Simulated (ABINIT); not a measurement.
Runs of ABINIT 10.8.3 (patched build) on PtS2. The structure is trigonal, space group P-3m1 (No. 164). The conventional cell has a = 3.543 Å, b = 3.543 Å, c = 5.039 Å, α = 90.00°, β = 90.00°, γ = 120.00°. Around Pt (site symmetry -3m) lie 6 S at 2.34 Å. Around S (site symmetry 3m) lie 3 Pt at 2.34 Å. 

```tsv
task	level	potentials or basis	spin	k mesh	cutoff (eV)	smearing	fine-grid cutoff	stop of the response cycle (tolvrs)	acoustic sum rule (asr)	scissor shift (eV)	valence bands	mesh quality	gap on the mesh (eV)	pressure (GPa)	largest force (eV/Å)
single point	PBE	PseudoDojo NC SR PBE v0.4.1 standard	off	7 × 7 × 4	1143	fermi-dirac 0.05 eV	-	-	-	-	-	not flagged	0.83	11.4	1.24
positron lifetime	PBE	JTH PAW PBE v2.0	off	6 × 6 × 4	408	fermi-dirac 0.05 eV	816.342 eV	-	-	-	-	not flagged	0.96	-	(b)
dielectric tensor	PBE	PseudoDojo NC SR PBE v0.4.1 standard	off	4 × 4 × 4, shifted	1143	fixed	-	1e-10	1	-	-	coarse	-	11.2	(a)
optical spectrum by the Bethe-Salpeter equation	PBE	PseudoDojo NC SR PBE v0.4.1 standard	off	5 × 5 × 3, shifted	1143	fixed	-	-	-	1.2	3	coarse	-	11.4	1.26
effective masses	PBE	JTH PAW PBE v2.0	SOC, no magnetisation	6 × 6 × 4	408	fixed	816.342 eV	-	-	-	-	not flagged	-	-	1.40
single point	PBE	JTH PAW PBE v2.0	SOC, no magnetisation	7 × 7 × 4	408	fermi-dirac 0.05 eV	816.342 eV	-	-	-	-	not flagged	0.84	-	1.40
single point	PBE	PseudoDojo NC SR PBE v0.5 standard	off	7 × 7 × 4	1034	fermi-dirac 0.05 eV	-	-	-	-	-	not flagged	0.83	11.2	1.24
```

Alike in all rows: cell as given.

Question: Fill in the values left out.

Answer: (a) 1.33; (b) 1.39.

Caveats: some runs use coarse meshes; forces of over 1 eV/Å show positions far from the minimum, so gaps and moduli don't describe the material at rest; spin-orbit coupling is left out, which moves the levels of the heavy elements (some runs); an odd mesh through Γ misses points on the zone boundary, where band edges often lie (some runs); the PAW basis is incomplete for the positron (some runs); the cell is more than 3 GPa from zero pressure, which shifts response properties (some runs); spectra need much finer meshes, so this one isn't converged (some runs); the scissor shift was typed, not computed (some runs).

A k mesh can miss the band edges, and rows without SOC leave out spin-orbit coupling on Pt.

The runs don't all hold the same shells in valence.
